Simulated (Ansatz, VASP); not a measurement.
One calculation of Rb, two programs

```
Rb
1.0
     0.00000    3.66399    3.66399
     3.66399    0.00000    3.66399
     3.66399    3.66399    0.00000
Rb
1
Cartesian
  0.0000 0.0000 0.0000
```

This isn't the form of Rb at room conditions, which is bcc.

Alike in both runs: task single point; functional r2SCAN; k mesh 6 × 6 × 6; occupations gaussian, width 0.15 eV; no spin polarisation.

|  | VASP | Ansatz |
| --- | --- | --- |
| version | VASP 6.6.1 | Ansatz 0.2.0 |
| potentials or method | VASP PAW PBE potentials, release 64 (Rb_sv) | plane waves, PAW |
| plane-wave cutoff (eV) | 520 | 550 |
| valence electrons in the cell | 9 | 9 |

|  | VASP | Ansatz | Ansatz less VASP |
| --- | --- | --- | --- |
| pressure (GPa) | -0.1 | -0.1 | 0.00 |

Caveats: the PAW data sets were made with another functional, which shifts forces and pressure a little (VASP).
